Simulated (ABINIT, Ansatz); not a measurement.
Given: the input of a run of ABINIT 10.8.3 (patched build) on SnTe. Measurements of this composition are mostly on another form, of space group No. 225.

File run.abi:

```
# Pseudopotentials
pp_dirpath "./"
pseudos "Te.upf, Sn.upf"

# Structure
acell 3*1.0 Angstrom
rprim
     0.0000000000     3.6111460000     3.6111460000
     3.6111460000     0.0000000000     3.6111460000
     3.6111460000     3.6111460000     0.0000000000
ntypat 2
znucl 52 50
natom 2
typat 1 2
xred
     0.2500000000     0.2500000000     0.2500000000
     0.0000000000     0.0000000000     0.0000000000

# Plane-wave basis
ecut 40.0

# k points
kptopt 1
ngkpt 7 7 7
nshiftk 1
shiftk 0.0 0.0 0.0

# Exchange and correlation
ixc -116133

# Bands and occupations
nband 19
occopt 3
tsmear 0.00183747

# SCF cycle
nstep 100
tolvrs 1.0e-10

# Output
iomode 3
prtwf 0
prtden 0
prteig 0
prtebands 0
enunit 1
```

Potentials or basis: PseudoDojo NC SR PBEsol v0.4.1 standard.

Command:

```console
$ abinit run.abi > log 2>&1
```

**Question.** Set up the same calculation for Ansatz 0.2.0. Potentials or basis there: all-electron LAPW, scalar-relativistic.

**Answer.** As run (cutoffs and basis follow the program's own potentials, and thresholds, step limits or extra output files can differ):

The input input.yaml:

```yaml
crystal:
  lattice:
    - [0.0, 3.611146, 3.611146]
    - [3.611146, 0.0, 3.611146]
    - [3.611146, 3.611146, 0.0]
  atoms:
    - { symbol: Te, position: [0.25, 0.25, 0.25] }
    - { symbol: Sn, position: [0.0, 0.0, 0.0] }
kpoints:
  mp_grid: { grid: [7, 7, 7] }
scf:
  occupations: { method: fermi_dirac, width: 0.05 }
hamiltonian:
  xc: pbesol
  pseudopotentials: { kind: all_electron, lapw: { basis_error: 0.001 } }
output:
  forces: true
  stress: true
  eigenvalues: true
  populations: true
```

Potentials or basis: all-electron LAPW, scalar-relativistic.

Launch:

```console
$ ansatz run input.yaml --threads 1 --pin off --max-ram 3072MiB --backend cpu --events-out ev --progress --plain --runs-dir out
```

Both were run:

|  | ABINIT | Ansatz |
| --- | --- | --- |
| Pressure | -1.4 GPa | -1.4 GPa |

Where Ansatz's input types no cutoff or centring, it takes its own default and a Γ-centred mesh.

Pressure is positive in compression.
